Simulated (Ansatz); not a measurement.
# MnS (P6_3mc) in Ansatz: further runs, part 2 of 2

Ansatz 0.2.0. Earlier steps stand in the parts before.

## Step 5: Single point, PBEsol, collinear spin, ferromagnetic start, 20.61 Å³/atom (volume scaled by 0.96)

File input.yaml:

```yaml
crystal:
  lattice:
    - [3.900143658, 0.0, 0.0]
    - [-1.9500718291, 3.3776234863, 0.0]
    - [0.0, 0.0, 6.2568085025]
  atoms:
    - { symbol: Mn, position: [0.6666666667, 0.3333333333, 0.49884467], spin: 4.0 }
    - { symbol: Mn, position: [0.3333333333, 0.6666666667, 0.99884467], spin: 4.0 }
    - { symbol: S, position: [0.3333333333, 0.6666666667, 0.6261543] }
    - { symbol: S, position: [0.6666666667, 0.3333333333, 0.1261543] }
hamiltonian:
  xc: pbesol
  pseudopotentials: { kind: paw }
magnetization:
  spin_polarized: true
kpoints:
  mp_grid: { grid: [8, 8, 4] }
scf:
  occupations: { method: fermi_dirac, width: 0.05 }
output:
  forces: true
  stress: true
  eigenvalues: true
```

The run is started by

```
> ansatz run input.yaml --threads 2 --pin off --max-ram 5120MiB --backend cpu --events-out ev --progress --plain --runs-dir out
```

Wall time 5.5 s (2 threads of AMD EPYC 9B14 (Zen 4), shared host); peak memory 0.46 GiB.

It converged, with:

```yaml
Free_energy: -9508.6328 eV
Pressure: 1.5 GPa
Largest_force: 0.311 eV/Å
Band_gap_on_the_k_mesh: none (metal or under the smearing width)
Net_moment: 9.63 μB per cell
Absolute_moment: 9.63 μB per cell
Site_moments: Mn +3.98; S +0.12 μB
```

Caveat: the magnetic or orbital state may not be the lowest; semilocal functionals often make such compounds metallic where correlation or magnetic order opens a gap, which also shifts bond lengths; only a ferromagnetic start was run, and an antiferromagnetic order may lie lower in energy; the PAW data sets come from PBE, with cores solved anew for the run's functional, which leaves a small shift of forces and pressure.

## Step 6: Single point, PBEsol, collinear spin, ferromagnetic start, 21.03 Å³/atom (volume scaled by 0.98)

input.yaml: that of step 5 with these lines changed.

```diff
@@ -2,5 +2,5 @@
   lattice:
-    - [3.900143658, 0.0, 0.0]
-    - [-1.9500718291, 3.3776234863, 0.0]
-    - [0.0, 0.0, 6.2568085025]
+    - [3.9270420505, 0.0, 0.0]
+    - [-1.9635210253, 3.4009181775, 0.0]
+    - [0.0, 0.0, 6.2999602696]
   atoms:
```

Potentials or basis: Ansatz PAW.

The run is started by

```
> ansatz run input.yaml --threads 2 --pin off --max-ram 5120MiB --backend cpu --events-out ev --progress --plain --runs-dir out
```

Wall time 5.6 s (2 threads of AMD EPYC 9B14 (Zen 4), shared host); peak memory 0.47 GiB.

Results (log left out):

| Quantity | Value |
| --- | --- |
| Free energy | -9508.6440 eV |
| Pressure | 0.5 GPa |
| Largest force | 0.294 eV/Å |
| Band gap on the k mesh | none (metal or under the smearing width) |
| Net moment | 9.74 μB per cell |
| Absolute moment | 9.74 μB per cell |
| Site moments | Mn +4.03; S +0.12 μB |

Caveat: the magnetic or orbital state may not be the lowest; semilocal functionals often make such compounds metallic where correlation or magnetic order opens a gap, which also shifts bond lengths; only a ferromagnetic start was run, and an antiferromagnetic order may lie lower in energy; the PAW data sets come from PBE, with cores solved anew for the run's functional, which leaves a small shift of forces and pressure.

## Step 7: Single point, PBEsol, collinear spin, ferromagnetic start, 21.46 Å³/atom

input.yaml: that of step 6 with these lines changed.

```diff
@@ -2,5 +2,5 @@
   lattice:
-    - [3.9270420505, 0.0, 0.0]
-    - [-1.9635210253, 3.4009181775, 0.0]
-    - [0.0, 0.0, 6.2999602696]
+    - [3.9535769233, 0.0, 0.0]
+    - [-1.9767884617, 3.4238980514, 0.0]
+    - [0.0, 0.0, 6.34252886]
   atoms:
```

The run is started by

```
> ansatz run input.yaml --threads 2 --pin off --max-ram 5120MiB --backend cpu --events-out ev --progress --plain --runs-dir out
```

Run time: 5.5 s. Hardware: 2 threads of AMD EPYC 9B14 (Zen 4), shared host; peak memory 0.47 GiB.

It converged, with:

```yaml
Free_energy: -9508.6440 eV
Pressure: -0.5 GPa
Largest_force: 0.272 eV/Å
Band_gap_on_the_k_mesh: none (metal or under the smearing width)
Net_moment: 9.82 μB per cell
Absolute_moment: 9.82 μB per cell
Site_moments: Mn +4.08; S +0.12 μB
```

Caveat: the magnetic or orbital state may not be the lowest; semilocal functionals often make such compounds metallic where correlation or magnetic order opens a gap, which also shifts bond lengths; only a ferromagnetic start was run, and an antiferromagnetic order may lie lower in energy; the PAW data sets come from PBE, with cores solved anew for the run's functional, which leaves a small shift of forces and pressure.

## Step 8: Single point, PBEsol, collinear spin, ferromagnetic start, 21.89 Å³/atom (volume scaled by 1.02)

input.yaml: that of step 7 with these lines changed.

```diff
@@ -2,5 +2,5 @@
   lattice:
-    - [3.9535769233, 0.0, 0.0]
-    - [-1.9767884617, 3.4238980514, 0.0]
-    - [0.0, 0.0, 6.34252886]
+    - [3.979760315, 0.0, 0.0]
+    - [-1.9898801575, 3.4465735338, 0.0]
+    - [0.0, 0.0, 6.3845335865]
   atoms:
```

The run is started by

```
> ansatz run input.yaml --threads 2 --pin off --max-ram 5120MiB --backend cpu --events-out ev --progress --plain --runs-dir out
```

Wall time 5.6 s (2 threads of AMD EPYC 9B14 (Zen 4), shared host); peak memory 0.47 GiB.

Results (log left out):

```yaml
Free_energy: -9508.6330 eV
Pressure: -1.5 GPa
Largest_force: 0.253 eV/Å
Band_gap_on_the_k_mesh: none (metal or under the smearing width)
Net_moment: 9.88 μB per cell
Absolute_moment: 9.88 μB per cell
Site_moments: Mn +4.12; S +0.12 μB
```

Caveat: the magnetic or orbital state may not be the lowest; semilocal functionals often make such compounds metallic where correlation or magnetic order opens a gap, which also shifts bond lengths; only a ferromagnetic start was run, and an antiferromagnetic order may lie lower in energy; the PAW data sets come from PBE, with cores solved anew for the run's functional, which leaves a small shift of forces and pressure.

## Step 9: Single point, PBEsol, collinear spin, ferromagnetic start, 22.32 Å³/atom (volume scaled by 1.04)

input.yaml: that of step 8 with these lines changed.

```diff
@@ -2,5 +2,5 @@
   lattice:
-    - [3.979760315, 0.0, 0.0]
-    - [-1.9898801575, 3.4465735338, 0.0]
-    - [0.0, 0.0, 6.3845335865]
+    - [4.0056036386, 0.0, 0.0]
+    - [-2.0028018193, 3.4689545085, 0.0]
+    - [0.0, 0.0, 6.4259927585]
   atoms:
```

Potentials or basis: Ansatz PAW.

The run is started by

```
> ansatz run input.yaml --threads 2 --pin off --max-ram 5120MiB --backend cpu --events-out ev --progress --plain --runs-dir out
```

Run time: 5.7 s. Hardware: 2 threads of AMD EPYC 9B14 (Zen 4), shared host; peak memory 0.48 GiB.

The run converged. Its results:

* Free energy: -9508.6116 eV
* Pressure: -2.5 GPa
* Largest force: 0.235 eV/Å
* Band gap on the k mesh: none (metal or under the smearing width)
* Net moment: 9.93 μB per cell
* Absolute moment: 9.93 μB per cell
* Site moments: Mn +4.15; S +0.12 μB

Caveat: the magnetic or orbital state may not be the lowest; semilocal functionals often make such compounds metallic where correlation or magnetic order opens a gap, which also shifts bond lengths; only a ferromagnetic start was run, and an antiferromagnetic order may lie lower in energy; the PAW data sets come from PBE, with cores solved anew for the run's functional, which leaves a small shift of forces and pressure.

## Step 10: Single point, PBEsol, collinear spin, ferromagnetic start, 22.75 Å³/atom (volume scaled by 1.06)

input.yaml: that of step 9 with these lines changed.

```diff
@@ -2,5 +2,5 @@
   lattice:
-    - [4.0056036386, 0.0, 0.0]
-    - [-2.0028018193, 3.4689545085, 0.0]
-    - [0.0, 0.0, 6.4259927585]
+    - [4.0311177254, 0.0, 0.0]
+    - [-2.0155588628, 3.4910503559, 0.0]
+    - [0.0, 0.0, 6.4669237522]
   atoms:
```

The run is started by

```
> ansatz run input.yaml --threads 2 --pin off --max-ram 5120MiB --backend cpu --events-out ev --progress --plain --runs-dir out
```

Wall time 5.7 s (2 threads of AMD EPYC 9B14 (Zen 4), shared host); peak memory 0.48 GiB.

Results (log left out):

```yaml
Free_energy: -9508.5804 eV
Pressure: -3.4 GPa
Largest_force: 0.218 eV/Å
Band_gap_on_the_k_mesh: none (metal or under the smearing width)
Net_moment: 9.96 μB per cell
Absolute_moment: 9.96 μB per cell
Site_moments: Mn +4.18; S +0.12 μB
```

Caveat: the magnetic or orbital state may not be the lowest; semilocal functionals often make such compounds metallic where correlation or magnetic order opens a gap, which also shifts bond lengths; only a ferromagnetic start was run, and an antiferromagnetic order may lie lower in energy; the PAW data sets come from PBE, with cores solved anew for the run's functional, which leaves a small shift of forces and pressure.

## Step 11: Equation of state, PBEsol, collinear spin, ferromagnetic start

No new run: the results of the series are fitted here.

What came out:

- Equilibrium volume: 21.25 Å³/atom (rough: see the caveat)
- Bulk modulus at fixed shape and positions: 50 GPa (rough)

Energy against volume, from the lowest point:
| volume (Å³/atom) | energy (meV/atom) |
| --- | --- |
| 20.176 | 8.19 |
| 20.606 | 2.79 |
| 21.035 | 0.00 |
| 21.464 | 0.00 |
| 21.893 | 2.75 |
| 22.323 | 8.09 |
| 22.752 | 15.90 |

Caveat: the fit is doubtful: noisy points or a state that changes with volume; the cell was scaled at fixed shape and fractional positions, which overstates the stiffness of a crystal with free parameters, most of all of layers and chains.
